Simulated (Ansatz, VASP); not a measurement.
## SiC: VASP beside Ansatz

Contents of INCAR:

```
SYSTEM = SiC
PREC = Accurate
ENCUT = 520
EDIFF = 1E-7
ISMEAR = -1
SIGMA = 0.05
LREAL = .FALSE.
LASPH = .TRUE.
NELM = 80
ALGO = Normal
ISIF = 2
LWAVE = .FALSE.
LCHARG = .FALSE.
GGA = PE
NBANDS = 11
```

KPOINTS

```
regular mesh
0
G
  17 17 17
  0 0 0
```

The input POSCAR:

```
SiC
1.0
    0.0000000000      1.9434660500      1.9434660500
    1.9434660500      0.0000000000      1.9434660500
    1.9434660500      1.9434660500      0.0000000000
Si C
1 1
Direct
    0.0000000000      0.0000000000      0.0000000000
    0.5000000000      0.5000000000      0.5000000000
```

Input for Ansatz:

```yaml
crystal:
  lattice:
    - [0.0, 1.94346605, 1.94346605]
    - [1.94346605, 0.0, 1.94346605]
    - [1.94346605, 1.94346605, 0.0]
  atoms:
    - { symbol: Si, position: [0.0, 0.0, 0.0] }
    - { symbol: C, position: [0.5, 0.5, 0.5] }
kpoints:
  mp_grid: { grid: [17, 17, 17] }
  band_path:
    path:
      - [0.0, 0.0, 0.0]
      - [0.5, 0.0, 0.5]
      - [0.625, 0.25, 0.625]
      - [0.375, 0.375, 0.75]
      - [0.0, 0.0, 0.0]
      - [0.5, 0.5, 0.5]
      - [0.5, 0.25, 0.75]
      - [0.5, 0.0, 0.5]
    npoints: 8
scf:
  occupations: { method: fermi_dirac, width: 0.05 }
hamiltonian:
  xc: pbe
  pseudopotentials: { kind: all_electron, lapw: { basis_error: 0.001 } }
output:
  forces: true
  stress: true
  eigenvalues: true
  populations: true
  dos: { projected: true, de: 0.2, e_range: [-14, 8] }
```

Change from the starting cell: volume scaled by 0.88, LAPW.

Alike in both runs: task single point; functional PBE; k mesh 17 × 17 × 17; occupations fermi-dirac, width 0.05 eV; no spin polarisation.

|  | VASP | Ansatz |
| --- | --- | --- |
| version | VASP 6.6.1 | Ansatz 0.2.0 |
| potentials or method | VASP PAW PBE potentials, release 64 (Si, C) | all-electron LAPW, scalar-relativistic |
| plane-wave cutoff (eV) | 520 | see its input |

Ansatz gave:

| Property | Result |
| --- | --- |
| pressure (GPa) | 41.9 |

**Question.** Estimate VASP's values.

**Answer.** Pressure (GPa): 41.8.

Ansatz ran all-electron here, so the differences hold the error of VASP's frozen core and of both bases.

Caveats: so large a pressure means that the cell lies far from this level's equilibrium, or that cutoff or potentials fall short (VASP).
